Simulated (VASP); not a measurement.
Input of a VASP 6.6.1 run:

The input run.py:

```python
from ase.calculators.vasp import Vasp
from ase.eos import EquationOfState
from ase.io import Trajectory
from ase.spacegroup import crystal
from ase.units import GPa

atoms = crystal(
    ['Ti', 'H'],
    basis=[[0.0, 0.0, 0.0], [0.5, 0.0, 0.0]],
    spacegroup=225,
    setting=1,
    cellpar=[4.17939444, 4.17939444, 4.17939444, 90.0, 90.0, 90.0],
    primitive_cell=True,
)
calc = Vasp(
    directory='calc',
    xc='lda',
    pp='LDA',
    setups={'base': 'minimal', 'Ti': '_sv', 'H': '_h'},
    prec='Accurate',
    encut=900,
    ediff=1e-06,
    ismear=0,
    sigma=0.05,
    lreal=False,
    lasph=True,
    nelm=80,
    algo='Normal',
    isif=2,
    lwave=False,
    lcharg=False,
    kpts=[11, 11, 11],
    gamma=True,
)
atoms.calc = calc
cell = atoms.cell.copy()
volumes, energies = [], []
traj = Trajectory('eos.traj', 'w')
for x in [0.94, 0.96, 0.98, 1.0, 1.02, 1.04, 1.06]:
    atoms.set_cell(cell * x ** (1 / 3), scale_atoms=True)
    volumes.append(atoms.get_volume())
    energies.append(atoms.get_potential_energy())
    traj.write(atoms)
    print(f'{x:5.2f} {volumes[-1]:12.5f} {energies[-1]:14.6f}')

v0, e0, B = EquationOfState(volumes, energies, eos='murnaghan').fit()
print(f'V0 = {v0:.4f} A^3, E0 = {e0:.6f} eV, B = {B / GPa:.2f} GPa')
```

Potentials or basis: VASP PAW LDA potentials, release 64 (Ti_sv, H_h).

Launch:

```console
$ python run.py
```

Task: Predict the equilibrium volume.

Result: 8.64 Å³/atom.

Task: Predict the bulk modulus.

Result: 151 GPa.

Task: Predict the pressure derivative of the bulk modulus.

Result: 3.3.

Energy against volume, from the lowest point:
| volume (Å³/atom) | energy (meV/atom) |
| --- | --- |
| 8.578 | 0.00 |
| 8.760 | 0.50 |
| 8.943 | 4.45 |
| 9.125 | 11.52 |
| 9.308 | 21.46 |
| 9.490 | 34.02 |
| 9.673 | 48.98 |
